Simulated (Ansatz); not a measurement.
## Ag: do energies and stresses tell the same story?

These are results of DFT r2SCAN, scalar-relativistic, plane waves, PAW in Ansatz, not measurements.

Cutoff 500 eV; k points 18×18×18 on the computed 1-atom cell (Γ-centred); Gaussian smearing, width 0.10 eV; no spin polarisation.

Relaxed cell: Fm-3m, a = 4.104 Å, b = 4.104 Å, c = 4.104 Å, α = 90.00°, β = 90.00°, γ = 90.00°, 1 atom in the primitive cell.

Energies at zero smearing and pressures from the stress tensor, at volumes with shape and atoms relaxed:
```
V (Å³/atom) E − E(first) (meV/atom) P (GPa)
     16.246                     0.00     7.66
     16.765                   -17.70     3.42
     17.283                   -22.96    -0.03
     17.802                   -18.12    -2.83
     18.320                    -5.11    -5.11
```

Task: Check P = −dE/dV between neighbouring volumes, and get the bulk modulus from the pressures alone.

Result: With 1 eV/Å³ = 160.2 GPa:
```json
{"middle V (Å³/atom)": "16.505", "−ΔE/ΔV (GPa)": "5.468", "mean P (GPa)": "5.541"}
{"middle V (Å³/atom)": "17.024", "−ΔE/ΔV (GPa)": "1.627", "mean P (GPa)": "1.697"}
{"middle V (Å³/atom)": "17.542", "−ΔE/ΔV (GPa)": "-1.495", "mean P (GPa)": "-1.431"}
{"middle V (Å³/atom)": "18.061", "−ΔE/ΔV (GPa)": "-4.021", "mean P (GPa)": "-3.970"}
```

The two differ by 0.07 GPa at most. The mean of two end pressures misses the average over a step by about ΔV² P″/12, up to 0.07 GPa here; with that taken off 0.02 GPa remains. Around V = 17.283 Å³/atom, the two neighbours give B = −V ΔP/ΔV = 17.283 × 6.26 / 1.037 = 104.3 GPa, against B0 = 103.9 GPa from the Birch–Murnaghan fit of the energies.